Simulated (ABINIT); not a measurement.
# Ag (Fm-3m) in ABINIT: notebook, part 2 of 2

ABINIT 10.8.3 (patched build). The steps go on from the part before.

### Step 3. Band structure, revPBE

run.abi reads:

```
# Datasets: ground state, then fixed potential
ndtset 2

# Pseudopotentials
pp_dirpath "./"
pseudos "Ag.upf"

# Structure
acell 5.4592009917 5.4592009917 5.4592009917
rprim
     0.0000000000     0.7071067812     0.7071067812
     0.7071067812     0.0000000000     0.7071067812
     0.7071067812     0.7071067812     0.0000000000
ntypat 1
znucl 47
natom 1
typat 1
xred
     0.0000000000     0.0000000000     0.0000000000

# Plane-wave basis
ecut 41.0

# Exchange and correlation
ixc 14

# Bands and occupations
occopt 3
tsmear 0.05 eV

# SCF cycle
nstep 100

# Output
iomode 3
prtwf 0
prteig 0
prtebands 0
prtden1 1
prtvha1 1
prtvclmb1 1
prtpot1 1
prtelf1 1

# Dataset 1
kptopt1 1
ngkpt1 11 11 11
nshiftk1 1
shiftk1 0.0 0.0 0.0
nband1 14
tolvrs1 1.0e-10

# Dataset 2: bands along G-X-W-K-G-L-U-W-L-K
iscf2 -2
getden2 1
nband2 18
nbdbuf2 2
tolwfr2 1.0e-12
kptopt2 -9
ndivsm2 6
prteig2 1
prtvol2 -3
kptbounds2
     0.0000000000     0.0000000000     0.0000000000
     0.5000000000     0.0000000000     0.5000000000
     0.5000000000     0.2500000000     0.7500000000
     0.3750000000     0.3750000000     0.7500000000
     0.0000000000     0.0000000000     0.0000000000
     0.5000000000     0.5000000000     0.5000000000
     0.6250000000     0.2500000000     0.6250000000
     0.5000000000     0.2500000000     0.7500000000
     0.5000000000     0.5000000000     0.5000000000
     0.3750000000     0.3750000000     0.7500000000
```

Potentials or basis: PseudoDojo NC SR PBE v0.4.1 standard.

Command:

```console
abinit run.abi > log 2>&1
```

run.abo:

```text
.Version 10.8.3 of ABINIT
 DATASET    1 : space group Fm -3 m (#225); Bravais cF (face-center cubic)
================================================================================
 Values of the parameters that define the memory need for DATASET  1.
     intxc =       0    ionmov =       0      iscf =       7    lmnmax =       6
     lnmax =       6     mgfft =      32  mpssoang =       3    mqgrid =    3001
     natom =       1  nloc_mem =       1    nspden =       1   nspinor =       1
    nsppol =       1      nsym =      48    n1xccc =    2501    ntypat =       1
    occopt =       3   xclevel =       2
       mpw =        1458          nfft =       32768          nkpt =          56
================================================================================
================================================================================

 DATASET    2 : space group Fm -3 m (#225); Bravais cF (face-center cubic)
================================================================================
 Values of the parameters that define the memory need for DATASET  2.
     intxc =       0    ionmov =       0      iscf =      -2    lmnmax =       6
     lnmax =       6     mgfft =      32  mpssoang =       3    mqgrid =    3001
     natom =       1  nloc_mem =       1    nspden =       1   nspinor =       1
    nsppol =       1      nsym =      48    n1xccc =    2501    ntypat =       1
    occopt =       3   xclevel =       2
       mpw =        1458          nfft =       32768          nkpt =         103
================================================================================
================================================================================

--------------------------------------------------------------------------------
------------- Echo of variables that govern the present computation ------------
--------------------------------------------------------------------------------
 -outvars: echo values of preprocessed input variables --------
            acell      5.4592009917E+00  5.4592009917E+00  5.4592009917E+00 Bohr
              amu      1.07868200E+02
             ecut      4.10000000E+01 Hartree
           getden1          0
           getden2          1
             iscf1          7
             iscf2         -2
              ixc          14
           jdtset        1    2
           kptopt1          1
[... 992 lines left out ...]

 ----iterations are completed or convergence reached----

 Mean square residual over all n,k,spin=   36.911E-14; max=  98.985E-14
 reduced coordinates (array xred) for    1 atoms
       0.000000000000      0.000000000000      0.000000000000

 cartesian coordinates (angstrom) at end:
    1      0.00000000000000     0.00000000000000     0.00000000000000
 length scales=  5.459200991700  5.459200991700  5.459200991700 bohr
              =  2.888884752587  2.888884752587  2.888884752587 angstroms
 Eigenvalues (hartree) for nkpt= 103  k points:
 kpt#   1, nband= 18, wtk=  1.00000, kpt=  0.0000  0.0000  0.0000 (reduced coord)
  -2.97738   -1.63208   -1.63208   -1.63208    0.11968    0.22819    0.22819    0.22819
   0.26615    0.26615    0.99985    1.13090    1.13090    1.13090    1.30197    1.33563
   1.33563    1.33563
 kpt#   2, nband= 18, wtk=  1.00000, kpt=  0.0294  0.0000  0.0294 (reduced coord)
  -2.97737   -1.63213   -1.63210   -1.63210    0.12102    0.22766    0.22867    0.22867
   0.26561    0.26637    1.00023    1.12457    1.12737    1.12737    1.31122    1.33356
   1.33356    1.33790
 kpt#   3, nband= 18, wtk=  1.00000, kpt=  0.0588  0.0000  0.0588 (reduced coord)
  -2.97735   -1.63228   -1.63216   -1.63216    0.12500    0.22609    0.23012    0.23012
   0.26406    0.26704    1.00134    1.10897    1.11678    1.11678    1.32978    1.32978
   1.33413    1.34473
 kpt#   4, nband= 18, wtk=  1.00000, kpt=  0.0882  0.0000  0.0882 (reduced coord)
  -2.97731   -1.63252   -1.63225   -1.63225    0.13152    0.22357    0.23252    0.23252
   0.26166    0.26814    1.00309    1.08964    1.09949    1.09949    1.32855    1.32855
   1.34939    1.35608
 kpt#   5, nband= 18, wtk=  1.00000, kpt=  0.1176  0.0000  0.1176 (reduced coord)
[... 381 lines left out ...]
   0.29122    0.51970    0.55877    0.76323    0.93296    1.01631    1.36616    1.37230
   1.41290    1.62735
 kpt# 101, nband= 18, wtk=  1.00000, kpt=  0.4000  0.4000  0.7000 (reduced coord)
  -2.97658   -1.63677   -1.63551   -1.63372    0.18940    0.20920    0.24334    0.26443
   0.29086    0.54500    0.56738    0.71968    0.91162    1.01912    1.35985    1.39083
   1.40833    1.62556
 kpt# 102, nband= 18, wtk=  1.00000, kpt=  0.3875  0.3875  0.7250 (reduced coord)
  -2.97656   -1.63669   -1.63570   -1.63383    0.18663    0.20437    0.24855    0.27019
   0.29121    0.56559    0.57820    0.68406    0.89263    1.02131    1.32587    1.40601
   1.43326    1.62698
 kpt# 103, nband= 18, wtk=  1.00000, kpt=  0.3750  0.3750  0.7500 (reduced coord)
  -2.97655   -1.63681   -1.63562   -1.63393    0.18392    0.19951    0.25456    0.27424
   0.29263    0.56300    0.59904    0.66779    0.87662    1.02295    1.29026    1.41803
   1.45906    1.63526

== END DATASET(S) ==============================================================
================================================================================

 -outvars: echo values of variables after computation  --------
            acell      5.4592009917E+00  5.4592009917E+00  5.4592009917E+00 Bohr
           etotal1    -1.5504169624E+02
            fcart1     0.0000000000E+00  0.0000000000E+00  0.0000000000E+00
            rprim      0.0000000000E+00  7.0710678120E-01  7.0710678120E-01
                       7.0710678120E-01  0.0000000000E+00  7.0710678120E-01
                       7.0710678120E-01  7.0710678120E-01  0.0000000000E+00
           strten1    -2.4229393521E-04 -2.4229393521E-04 -2.4229393521E-04
                       0.0000000000E+00  0.0000000000E+00  0.0000000000E+00
 Calculation completed.
```

It took 54 s on 1 thread of Arm Neoverse V1, shared host; peak memory 0.11 GiB.

What came out:

```
Free energy                                           : -4218.8995 eV
Pressure                                              : 7.1 GPa
Band gap on the k mesh                                : none (metal or under the smearing width)
Valence electrons inside the program's atomic spheres : Ag 16.35 (radii [1.0584] Å)
```

Levels at the corners of the path, in eV from the Fermi level:
```
point  band 7  band 8  band 9  band 10  band 11  band 12
    Γ   -5.06   -5.06   -4.03    -4.03    15.94    19.50
    X   -3.27   -3.03   -3.03     1.36     6.50    10.48
    W   -5.34   -4.02   -3.03     5.72     5.72     6.79
    K   -4.35   -3.81   -3.31     4.05     5.03     6.90
    Γ   -5.06   -5.06   -4.03    -4.03    15.94    19.50
    L   -5.09   -3.24   -3.24    -0.65     3.36    15.13
    U   -4.35   -3.81   -3.31     4.05     5.03     6.90
    W   -5.34   -4.02   -3.03     5.72     5.72     6.79
    L   -5.09   -3.24   -3.24    -0.65     3.36    15.13
    K   -4.35   -3.81   -3.31     4.05     5.03     6.90
```

Caveat: the potentials were made for another functional, which shifts forces and pressure.

### Step 4. Equation of state, rPW86PBE

run.abi reads:

```
# Datasets: one volume each
ndtset 7
getwfk -1
scalecart1 3*0.9795861087
scalecart2 3*0.9864848297
scalecart3 3*0.9932883884
scalecart4 3*1.0000000000
scalecart5 3*1.0066227096
scalecart6 3*1.0131594038
scalecart7 3*1.0196128224

# Pseudopotentials
pp_dirpath "./"
pseudos "Ag.GGA_PBE-JTH.xml"

# Structure
acell 3*1.0
rprim
     0.0000000000     3.8602380411     3.8602380411
     3.8602380411     0.0000000000     3.8602380411
     3.8602380411     3.8602380411     0.0000000000
ntypat 1
znucl 47
natom 1
typat 1
xred
     0.0000000000     0.0000000000     0.0000000000

# Plane-wave basis
ecut 17.0
pawecutdg 34.0

# k points
kptopt 1
ngkpt 11 11 11
nshiftk 1
shiftk 0.0 0.0 0.0

# Exchange and correlation
ixc -144130

# Bands and occupations
nband 10
occopt 3
tsmear 0.05 eV

# SCF cycle
nstep 100
tolvrs 1.0e-9

# Output
iomode 3
prtwf 1
prtden 0
prteig 0
prtebands 0
enunit 1
```

Potentials or basis: JTH PAW PBE v2.0.

Command:

```console
abinit run.abi > log 2>&1
```

Wall time 46 s (1 thread of Arm Neoverse V1, shared host); peak memory 0.13 GiB.

Results (log left out):

| Property | Result |
| --- | --- |
| Equilibrium volume | 19.12 Å³/atom (rough: see the caveat) |
| Bulk modulus | 69 GPa (rough) |

Energy against volume, from the lowest point:
| volume (Å³/atom) | energy (meV/atom) |
| --- | --- |
| 16.025 | 152.24 |
| 16.366 | 110.96 |
| 16.707 | 77.07 |
| 17.048 | 49.86 |
| 17.389 | 28.35 |
| 17.730 | 11.95 |
| 18.071 | 0.00 |

Caveat: pressures at fixed basis lie under the slope of the energies; the minimum lies outside the volumes run; the PAW data sets were made with another functional, which shifts forces and pressure a little.

### Step 5. The reference run

An earlier run on the cell as given: functional PBE; potentials or basis JTH PAW PBE v2.0; cutoff 463 eV; k mesh 11 × 11 × 11; occupations fermi-dirac, width 0.05 eV; no spin polarisation.

- Pressure: 4.5 GPa
- Band gap on the k mesh: none (metal or under the smearing width)
- Valence electrons inside the program's atomic spheres: Ag 9.82 (radii [1.331] Å)

### Step 6. Summary

| task | level | potentials or basis | cutoff (eV) | fine-grid cutoff | gap on the mesh (eV) | pressure (GPa) |
| --- | --- | --- | --- | --- | --- | --- |
| equation of state | revPBE+D3(BJ) | JTH PAW PBE v2.0 | 463 | 925.187 eV | - | - |
| band structure | revPBE | PseudoDojo NC SR PBE v0.4.1 standard | 1116 | - | none | 7.1 |
| equation of state | rPW86PBE | JTH PAW PBE v2.0 | 463 | 925.187 eV | - | - |
| single point | PBE | JTH PAW PBE v2.0 | 463 | 925.187 eV | none | 4.5 |

Alike in all rows: no spin polarisation; cell as given; k mesh 11 × 11 × 11; smearing fermi-dirac 0.05 eV.

Caveats: pressures at fixed basis lie under the slope of the energies (some runs); the PAW data sets were made with another functional, which shifts forces and pressure a little (some runs); the potentials were made for another functional, which shifts forces and pressure (some runs); the minimum lies outside the volumes run (some runs).

Total energies depend on the potentials used, so only differences within one code and one set of settings carry meaning.
